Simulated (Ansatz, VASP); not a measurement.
# Ru in VASP and in Ansatz

INCAR

```
SYSTEM = Ru
  PREC = Accurate
  ENCUT = 600
  EDIFF = 1E-6
  ISMEAR = 0
  SIGMA = 0.1
  LREAL = .False.
  LASPH = .True.
  NELM = 60
  ALGO = Normal
  ISIF = 3
  LWAVE = .False.
  LCHARG = .False.
  GGA = PS
  IBRION = 2
  NSW = 80
  EDIFFG = -0.05
```

The input KPOINTS:

```
Automatic mesh
0
Gamma
  8 8 8
  0 0 0
```

File POSCAR:

```
Ru
1.0
    0.0000000000      1.9261309583      1.9261309583
    1.9261309583      0.0000000000      1.9261309583
    1.9261309583      1.9261309583      0.0000000000
Ru
1
Direct
    0.0000000000      0.0000000000      0.0000000000
```

Input for Ansatz:

```yaml
crystal:
  lattice:
    - [0.0, 1.9261309566, 1.9261309566]
    - [1.9261309566, 0.0, 1.9261309566]
    - [1.9261309566, 1.9261309566, 0.0]
  atoms:
    - { symbol: Ru, position: [0.0, 0.0, 0.0] }
basis:
  ecutwfc: 420
kpoints:
  mp_grid: { grid: [8, 8, 8] }
hamiltonian:
  xc: pbesol
scf:
  occupations: { method: gaussian, width: 0.1 }
output:
  forces: true
  stress: true
  eigenvalues: true
relax:
  adjacent_minimum: "off"
  f_tol: 0.05
  max_steps: 60
  cell: { stress_tol: 0.5 }
```

Alike in both runs: task relaxation of cell and atoms; functional PBEsol; k mesh 8 × 8 × 8; occupations gaussian, width 0.1 eV; no spin polarisation.

|  | VASP | Ansatz |
| --- | --- | --- |
| version | VASP 6.6.1 | Ansatz 0.2.0 |
| potentials or method | VASP PAW PBE potentials, release 64 (Ru_pv) | scalar-relativistic, plane waves, PAW |
| plane-wave cutoff (eV) | 600 | 420 |
| valence electrons in the cell | 14 | 16 |

|  | VASP | Ansatz | Ansatz less VASP |
| --- | --- | --- | --- |
| gap on the k mesh at the Fermi level, each at its own relaxed structure (eV) | none | none | - |
| relaxed volume (Å³/atom) | 13.35 | 13.34 | -0.015 |
| relaxed cell length with the largest relative difference (Å) | 2.663 | 2.662 | -0.0010 |
| energy change over the relaxation (meV/atom) | -64 | -64 | +0.6 |

A gap of «none» marks a metal or a gap that the smearing closes. The two sets of potentials don't hold the same shells in valence.

Caveats: the PAW data sets were made with another functional, which shifts forces and pressure a little (VASP).
